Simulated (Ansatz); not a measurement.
# Mo (hcp): energy against volume

Computed with Ansatz, DFT, revPBE, plane waves (420 eV) with PAW, scalar-relativistic. (PAW data from PBE, frozen cores regenerated.)

The cell is scaled uniformly from the relaxed one, with fractional coordinates and shape fixed. Energies are extrapolated to zero smearing, pressures are those at the given smearing. Magnetic state: spin not included.

A Birch-Murnaghan fit gives V₀ = 16.27 Å³/atom, B₀ = 232 GPa, B₀′ = 4.2.

Task: What are the energy above the minimum and the pressure at 14.330 Å³/atom?

Result: 206.9 meV/atom and 38.29 GPa as computed.

Task: What are the energy above the minimum and the pressure at 14.981 Å³/atom?

Result: 84.5 meV/atom and 22.83 GPa as computed.

Task: What are the energy above the minimum and the pressure at 16.935 Å³/atom?

Result: 18.6 meV/atom and -8.36 GPa as computed.
